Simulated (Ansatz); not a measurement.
## Te₂Mo under strain — 95Mo NMR of the central transition

Cell: a COD entry, relaxed with PBE at fixed cell and then changed (z compressed by 2 %, ions relaxed).

```yaml
crystal:
  lattice:
    - [3.51820, 0.00000, 0.00000]
    - [-1.75910, 3.04685, 0.00000]
    - [0.00000, 0.00000, 13.69413]
  atoms:
    - { symbol: Te, position: [0.33333, 0.66667, 0.61781] }
    - { symbol: Te, position: [0.66667, 0.33333, 0.11781] }
    - { symbol: Te, position: [0.33333, 0.66667, 0.88219] }
    - { symbol: Te, position: [0.66667, 0.33333, 0.38219] }
    - { symbol: Mo, position: [0.33333, 0.66667, 0.25000] }
    - { symbol: Mo, position: [0.66667, 0.33333, 0.75000] }
```

Atoms are numbered from 1 in the order listed; like atoms form one site, named after its first atom.

Computed with Ansatz: DFT, PBE, plane waves and PAW, scalar-relativistic, 420 eV cutoff, Γ-centred 14×14×3 k-points, Fermi–Dirac smearing 0.02 eV.

95Mo has I = 5/2 and Q = -22.00 mb (Pyykkö 2018); at 23.5 T its Larmor frequency is ν₀ = 65.5 MHz (from the bare nuclear moment; shielding lowers the observed one by a per cent or two). Only the quadrupole interaction is simulated: positions count from each site's isotropic chemical shift, and J coupling is left out, as are shift anisotropy and dipolar coupling, which fast spinning averages.

Simulated pattern of one Mo site (fast magic-angle spinning, Gaussian broadening 0.1 kHz):

| offset (kHz) | height |
| --- | --- |
| -2.989 | 0 |
| -2.871 | 4 |
| -2.753 | 6 |
| -2.635 | 6 |
| -2.517 | 6 |
| -2.399 | 6 |
| -2.281 | 7 |
| -2.164 | 7 |
| -2.046 | 7 |
| -1.928 | 10 |
| -1.810 | 76 |
| -1.692 | 74 |
| -1.574 | 53 |
| -1.456 | 46 |
| -1.338 | 44 |
| -1.220 | 43 |
| -1.102 | 43 |
| -0.984 | 44 |
| -0.866 | 47 |
| -0.748 | 53 |
| -0.630 | 64 |
| -0.512 | 100 |
| -0.394 | 82 |
| -0.276 | 2 |

(1) Which |C_Q| and η does the pattern imply?

Results:

(1) The pattern spans 2.48 kHz before broadening and its centre of gravity is at -1.16 kHz, which fixes P_Q; the places of the horns and steps fix η. That gives P_Q = 3.55 MHz, |C_Q| = 3.55 MHz and η = 0.00. The sign of C_Q can't be read from the pattern.

An axis of threefold or higher order runs through Mo, so V_zz lies along it and η is zero.

Without spin–orbit coupling the gradients at and beside Te can be off by some per cent, at some sites by more.
